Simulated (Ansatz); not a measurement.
Start from InN in the wurtzite structure (space group P6_3mc, No. 186; a = 3.5475 Å, c = 5.7226 Å).

Level of theory: r2SCAN (Ansatz, a quantum-chemistry and plane-wave program), no spin-orbit coupling.

For the base:

- Lattice parameter a = 3.547 Å

The change: a hydrostatic pressure of 3 GPa.

Problem. What happens to the lattice parameter a?

Solution. The lattice parameter a falls by 0.023 Å (3.547 Å → 3.524 Å).

Load acts through the strain it causes; cell and atoms are relaxed under it. Stability against distortions was not tested. Tetrahedral semiconductors of this kind turn to denser phases somewhere between about 1 and 50 GPa; those were not computed, so compressed cells here can lie past the real transition.
